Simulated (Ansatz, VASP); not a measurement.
# Two plane-wave programs on KF

The input INCAR:

```
SYSTEM = KF
ALGO = Normal
EDIFF = 1E-8
ENCUT = 520
GGA = PE
ISIF = 2
ISMEAR = -1
LASPH = .True.
LCHARG = .False.
LEFG = .True.
LREAL = .False.
LWAVE = .False.
NBANDS = 15
NELM = 100
PREC = Accurate
SIGMA = 0.03
```

Contents of KPOINTS:

```
k-points
0
Gamma
  8 8 8
  0 0 0
```

The input POSCAR:

```
KF
1.0
    0.0000000000      2.6735000000      2.6735000000
    2.6735000000      0.0000000000      2.6735000000
    2.6735000000      2.6735000000      0.0000000000
K F
1 1
Direct
    0.0000000000      0.0000000000      0.0000000000
    0.5000000000      0.5000000000      0.5000000000
```

Input for Ansatz:

```yaml
crystal:
  lattice:
    - [0.0, 2.6735, 2.6735]
    - [2.6735, 0.0, 2.6735]
    - [2.6735, 2.6735, 0.0]
  atoms:
    - { symbol: K, position: [0.0, 0.0, 0.0] }
    - { symbol: F, position: [0.5, 0.5, 0.5] }
kpoints:
  mp_grid: { grid: [8, 8, 8] }
  band_path:
    path:
      - [0.0, 0.0, 0.0]
      - [0.5, 0.0, 0.5]
      - [0.625, 0.25, 0.625]
      - [0.375, 0.375, 0.75]
      - [0.0, 0.0, 0.0]
      - [0.5, 0.5, 0.5]
      - [0.5, 0.25, 0.75]
      - [0.5, 0.0, 0.5]
    npoints: 8
scf:
  occupations: { method: fermi_dirac, width: 0.03 }
hamiltonian:
  xc: pbe
  pseudopotentials: { kind: paw }
output:
  forces: true
  stress: true
  eigenvalues: true
  efg: { contact_densities: true }
  populations: true
  bader: true
  dos: { projected: true, de: 0.2, e_range: [-14, 8] }
```

Alike in both runs: task electric field gradients; functional PBE; k mesh 8 × 8 × 8; occupations fermi-dirac, width 0.03 eV; no spin polarisation.

|  | VASP | Ansatz |
| --- | --- | --- |
| version | VASP 6.6.1 | Ansatz 0.2.0 |
| potentials or method | VASP PAW PBE potentials, release 64 (K_sv, F) | PAW with Ansatz's default frozen-core files, scalar-relativistic |
| plane-wave cutoff (eV) | 520 | 420 |
| valence electrons in the cell | 16 | 16 |

|  | VASP | Ansatz | Ansatz less VASP |
| --- | --- | --- | --- |
| gap on the k mesh at the Fermi level (eV) | 6.16 | 6.17 | +0.015 |
| pressure (GPa) | 1.4 | 1.3 | -0.04 |
| Vzz of the field gradient on the site that differs most (V/Å²) | 0.0 | 0.0 | -0.02 |

With one functional, cell and mesh, what is left measures potentials, basis and numerics.

A k mesh can miss the band edges.
